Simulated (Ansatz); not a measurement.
Write the native input for Ansatz 0.2.0 that does the following.

```
Task                                : band structure
Functional                          : HISS
Potentials or basis                 : Ansatz PAW
Cutoff                              : 420 eV (not typed: the program's choice for these potentials)
k mesh                              : 6 × 6 × 4
Occupations                         : fermi-dirac, width 0.05 eV
Spin                                : no spin polarisation
Path                                : [["G", "M", "K", "G", "A", "L", "H", "A"], ["L", "M"], ["K", "H"]]
Points for each segment of the path : 4
```

Ru:

```
Ru
1.0
     2.70580    0.00000    0.00000
    -1.35290    2.34329    0.00000
     0.00000    0.00000    4.28190
Ru
2
Direct
  0.66667 0.33333 0.75000
  0.33333 0.66667 0.25000
```

These files were run (other wordings do the same):

input.yaml

```yaml
crystal:
  lattice:
    - [2.7058, 0.0, 0.0]
    - [-1.3529, 2.3432915376, 0.0]
    - [0.0, 0.0, 4.2819]
  atoms:
    - { symbol: Ru, position: [0.6666666667, 0.3333333333, 0.75] }
    - { symbol: Ru, position: [0.3333333333, 0.6666666667, 0.25] }
hamiltonian:
  xc: hiss
  pseudopotentials: { kind: paw }
kpoints:
  mp_grid: { grid: [6, 6, 4] }
  band_path:
    path:
      - [[0.0, 0.0, 0.0], [0.5, 0.0, 0.0], [0.3333333333, 0.3333333333, 0.0], [0.0, 0.0, 0.0], [0.0, 0.0, 0.5], [0.5, 0.0, 0.5], [0.3333333333, 0.3333333333, 0.5], [0.0, 0.0, 0.5]]
      - [[0.5, 0.0, 0.5], [0.5, 0.0, 0.0]]
      - [[0.3333333333, 0.3333333333, 0.0], [0.3333333333, 0.3333333333, 0.5]]
    npoints: 4
scf:
  occupations: { method: fermi_dirac, width: 0.05 }
  exx: { singularity: none }
  n_extra_bands: 6
output:
  forces: true
  stress: true
  eigenvalues: true
  fatbands: false
  write_density: true
  write_potential: true
  elf: true
  volumetric_format: npy
```

Potentials or basis: Ansatz PAW.

Launch:

```bash
$ ansatz run input.yaml --threads 2 --pin off --max-ram 5632MiB --backend cpu --events-out ev --progress --plain --runs-dir out
```

It gave:

```yaml
Pressure: -14.0 GPa
Band_gap_on_the_k_mesh: none (metal or under the smearing width)
```

Caveat: the k mesh is coarse (spacing up to 0.45 Å⁻¹), so the values aren't converged, least of all with exact exchange; the PAW data sets come from PBE, with cores solved anew for the run's functional, which leaves a small shift of forces and pressure; the thresholds are loose for stress.

Run time: 2.2 min on 2 threads of Arm Neoverse V1, on a shared host, peak memory 0.82 GiB.
